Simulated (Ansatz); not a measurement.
## Sr, one cell by several methods

```
CELL_PARAMETERS angstrom
4.26962 0.00000 0.00000
-2.13481 3.69760 0.00000
0.00000 0.00000 6.99868
ATOMIC_POSITIONS crystal
Sr 0.33333 0.66667 0.25000
Sr 0.66667 0.33333 0.75000
```

Atom numbers follow the list: Sr1, Sr2.

The conventional cell has a = 4.270 Å, b = 4.270 Å, c = 6.999 Å, α = 90.00°, β = 90.00°, γ = 120.00°. Sr (atom 1) has 12 Sr at 4.27 to 4.28 Å as nearest neighbours.

The cell was built from the hcp type and relaxed in the same program, and has space group P6_3/mmc; it needn't be a known or the stable phase.

Levels of theory: DFT, PBE, PAW with Ansatz's default frozen-core files, scalar-relativistic (Ansatz 0.2.0); DFT, PBE, all-electron PAW with datasets made for the crystal, scalar-relativistic (Ansatz 0.2.0); DFT, PBE, all-electron LAPW, scalar-relativistic (Ansatz 0.2.0).

For PAW: a Γ-centred 11×11×6 k mesh, Fermi–Dirac smearing of 0.08 eV, cutoff 420 eV, no spin polarisation. The crystal-made all-electron datasets (AE datasets) take a cutoff of 200 eV at this cell. LAPW targets a basis error of 1 meV/atom. The Ansatz runs share mesh, smearing and spin set-up. Plane-wave (PAW) pressures include the program's estimate of the Pulay term.

Stress and pressure are positive in compression.

Levels count from the Fermi level.

```tsv
quantity	PAW	AE datasets	LAPW
pressure (GPa)	0.01	0.01	0.01
highest filled level at H (eV)	-18.515	-18.515	-18.515
lowest empty level at H (eV)	0.131	0.131	0.131
highest filled level at Γ (eV)	-1.134	-1.134	-1.134
lowest empty level at Γ (eV)	0.039	0.039	0.039
highest filled level at L (eV)	-0.796	-0.796	-0.796
lowest empty level at L (eV)	0.242	0.242	0.242
```

PAW's pressure differs from the LAPW value by about 0.01 GPa or less.
